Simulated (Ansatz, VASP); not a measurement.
# Two plane-wave programs on Bi

INCAR

```
SYSTEM = Bi
PREC = Accurate
ENCUT = 520
EDIFF = 1E-7
ISMEAR = -1
SIGMA = 0.1
LREAL = .FALSE.
LASPH = .TRUE.
NELM = 80
ALGO = Normal
ISIF = 2
LWAVE = .FALSE.
LCHARG = .TRUE.
GGA = RP
LELF = .TRUE.
LVHAR = .TRUE.
NBANDS = 14
```

Contents of KPOINTS:

```
regular mesh
0
G
  12 12 12
  0 0 0
```

Contents of POSCAR:

```
Bi
1.0
   -2.0640551405      2.0640551405      2.0640551405
    2.0640551405     -2.0640551405      2.0640551405
    2.0640551405      2.0640551405     -2.0640551405
Bi
1
Direct
    0.0000000000      0.0000000000      0.0000000000
```

Input for Ansatz:

```yaml
crystal:
  lattice:
    - [-2.0640551405, 2.0640551405, 2.0640551405]
    - [2.0640551405, -2.0640551405, 2.0640551405]
    - [2.0640551405, 2.0640551405, -2.0640551405]
  atoms:
    - { symbol: Bi, position: [0.0, 0.0, 0.0] }
hamiltonian:
  xc: rpbe
  pseudopotentials:
    kind: paw
    azcp:
      Bi: "pseudopotentials/Bi.paw.azcp"
basis:
  ecutwfc: 420
  fft_grid_basis: typed
kpoints:
  mp_grid: { grid: [12, 12, 12], shift: [0, 0, 0] }
magnetization:
  spin_polarized: false
scf:
  occupations: { method: fermi_dirac, width: 0.1 }
  lower_state_search: "off"
output:
  stress: true
```

Alike in both runs: task single point; functional RPBE; k mesh 12 × 12 × 12; occupations fermi-dirac, width 0.1 eV; no spin polarisation.

|  | VASP | Ansatz |
| --- | --- | --- |
| version | VASP 6.6.1 | Ansatz 0.2.0 |
| potentials or method | VASP PAW PBE potentials, release 64 (Bi_d) | plane waves (420 eV) with PAW, scalar-relativistic |
| plane-wave cutoff (eV) | 520 | 420 |
| valence electrons in the cell | 15 | 15 |

|  | VASP | Ansatz | Ansatz less VASP |
| --- | --- | --- | --- |
| pressure (GPa) | -3.3 | -3.2 | +0.06 |

The functional is the same, so the differences come from potentials, cutoffs and numerics.

Caveats: the PAW data sets were made with another functional, which shifts forces and pressure a little (VASP).
